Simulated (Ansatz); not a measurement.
ZnTe:
```
CELL_PARAMETERS angstrom
      0.00000     3.03292     3.03292
      3.03292     0.00000     3.03292
      3.03292     3.03292     0.00000
ATOMIC_POSITIONS crystal
  Te 0.75000 0.75000 0.75000
  Zn 0.00000 0.00000 0.00000
```

Plane-wave PAW PBEsol (Ansatz code) gives a gap of 1.24 eV without spin–orbit coupling, maximum at Γ, minimum at Γ.

Q: What happens when spin–orbit coupling is switched on?

A: The gap drops by 0.28 eV, to 0.96 eV; maximum at Γ, minimum at Γ.

Q: How large is the spin–orbit splitting of the valence top at Γ?

A: The fourfold level lies 0.90 eV above the split-off pair.

Q: Give the electron effective mass with spin–orbit coupling.

A: 0.076 mₑ (isotropic).

Space group F-43m (zinc blende). Symmetry was held in the PBEsol relaxation.

Potentials: the later of the program's two PAW sets.
